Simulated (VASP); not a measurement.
Wanted: the native input for a VASP 6.6.1 run.

```
Task                   : relaxation of cell and atoms
Functional             : r2SCAN
Dispersion             : D3(BJ)
Potentials or basis    : VASP PAW PBE potentials, release 64 (Ta_pv)
Cutoff                 : 600 eV
k mesh                 : 11 × 11 × 11
Occupations            : methfessel-paxton, width 0.1 eV
Spin                   : no spin polarisation
Further INCAR settings : ALGO = Normal; EDIFF = 1e-06; IBRION = 2; EDIFFG = -0.02; NSW = 40; ISIF = 3
```

The structure of Ta lies in POSCAR:

```
Ta
1.0
   -1.6512800000      1.6512800000      1.6512800000
    1.6512800000     -1.6512800000      1.6512800000
    1.6512800000      1.6512800000     -1.6512800000
Ta
1
Direct
    0.0000000000      0.0000000000      0.0000000000
```

The input as run:

INCAR

```
SYSTEM = Ta
PREC     = Accurate       ! precision mode
ENCUT    = 600            ! plane-wave cutoff, eV
EDIFF    = 1E-6           ! SCF threshold, eV
ISMEAR   = 1              ! smearing method
SIGMA    = 0.1            ! smearing width, eV
LREAL    = .FALSE.        ! projectors in reciprocal space
LASPH    = .TRUE.         ! aspherical terms in the spheres
NELM     = 80             ! most SCF steps
ALGO     = Normal         ! electronic algorithm
ISIF     = 3              ! what is computed and relaxed
LWAVE    = .FALSE.        ! write WAVECAR
LCHARG   = .FALSE.        ! write CHGCAR
METAGGA  = R2SCAN         ! meta-GGA
LMIXTAU  = .TRUE.       
IVDW     = 12             ! dispersion correction
VDW_S6   = 1.0          
VDW_S8   = 0.78981345   
VDW_A1   = 0.49484001   
VDW_A2   = 5.73083694   
IBRION   = 2              ! ionic algorithm
NSW      = 40             ! ionic steps
EDIFFG   = -0.02          ! ionic threshold
```

KPOINTS

```
regular mesh
0
G
  11 11 11
  0 0 0
```

Potentials or basis: VASP PAW PBE potentials, release 64 (Ta_pv).

Command:

```bash
$ cat potpaw_PBE.64/Ta_pv/POTCAR > POTCAR
$ mpirun -np 1 vasp_std > vasp.out
```

It gave:

```json
{
 "Relaxed volume": "17.80 Å³/atom",
 "Relaxed cell": "a = 2.849 Å, b = 2.849 Å, c = 2.849 Å, α = 109.47°, β = 109.47°, γ = 109.47°",
 "Space group after relaxing (to 0.05 Å)": "Im-3m (No. 229)",
 "Energy gained by relaxing": "1.6 meV/atom",
 "Ionic steps": "3",
 "Pressure after relaxing": "0.0 GPa",
 "Band gap on the k mesh": "none (metal or under the smearing width)",
 "Dispersion energy per atom": "-0.315 eV"
}
```

Caveat: the PAW data sets were made with another functional, which shifts forces and pressure a little; pairwise dispersion overbinds metals, which lowers pressure and volume.

Run time: 38 s on 1 thread of Intel(R) Xeon(R) 6975P-C (Granite Rapids), on a shared host, peak memory 0.17 GiB.
